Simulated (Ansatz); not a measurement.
The system is HgSe.

```
Hg Se
1.0
     0.00000    3.03900    3.03900
     3.03900    0.00000    3.03900
     3.03900    3.03900    0.00000
Hg Se
1 1
Cartesian
  0.0000 0.0000 0.0000
  4.5585 4.5585 4.5585
```

```yaml
Program: Ansatz 0.2.0
Task: relaxation of cell and atoms
Functional: revPBE
Dispersion: D3(BJ)
Potentials_or_basis: all-electron LAPW, relativistic spinors
Basis_error_allowed: 0.001 eV/atom
k_mesh: 6 × 6 × 6
Occupations: fermi-dirac, width 0.05 eV
Spin: spin-orbit coupling, no magnetisation
```

At the start: volume 28.07 Å³/atom.

Task: How do energy, volume and symmetry change on relaxing?

Result: Over 4 steps the energy falls by 2.8 meV/atom and the volume is 28.77 Å³/atom (+2.5 %); space group F-43m (No. 216, to 0.05 Å).

Step by step:
```
step  energy change (eV)  largest force (eV/Å)  volume (Å³)
   1              0.0000                0.0000        56.13
   2             -0.0051                0.0000        57.95
   3             -0.0056                0.0000        57.55
   4             -0.0056                0.0000        57.55
```

Final structure:
```
Hg Se
1.0
     0.00000    3.06431    3.06431
     3.06431    0.00000    3.06431
     3.06431    3.06431    0.00000
Hg Se
1 1
Direct
  0.00000 0.00000 0.00000
  0.75000 0.75000 0.75000
```

Caveat: the k mesh is thin for a metal, which can move the energy by tens of meV per atom.
